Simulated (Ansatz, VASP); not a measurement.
**Two plane-wave programs on KF**

```
K F
1.0
    -0.07910    2.65896    2.65896
     2.65896   -0.07910    2.65896
     2.57986    2.57986    0.00000
K F
1 1
Direct
  0.00000 0.00000 0.00000
  0.50000 0.50000 0.50000
```

Change from the starting cell: shear_xy strain -6.0%.

Alike in both runs: task single point; functional PBE; k mesh 8 × 8 × 8; occupations fermi-dirac, width 0.02 eV; no spin polarisation.

```csv
,VASP,Ansatz
version,VASP 6.6.1,Ansatz 0.2.0
potentials or method,"VASP PAW PBE potentials, release 64 (K_sv, F)","plane waves, PAW"
plane-wave cutoff (eV),520,420
valence electrons in the cell,16,16
```

Ansatz gave:

```
gap on the k mesh at the Fermi level (eV)       : 6.22
pressure (GPa)                                  : 1.9
largest component of the traceless stress (GPa) : 0.78
```

**Question.** Estimate VASP's values.

**Answer.** gap on the k mesh at the Fermi level (eV): 6.20; pressure (GPa): 2.0; largest component of the traceless stress (GPa): 0.77.

With one functional, cell and mesh, what is left measures potentials, basis and numerics.

A k mesh can miss the band edges.
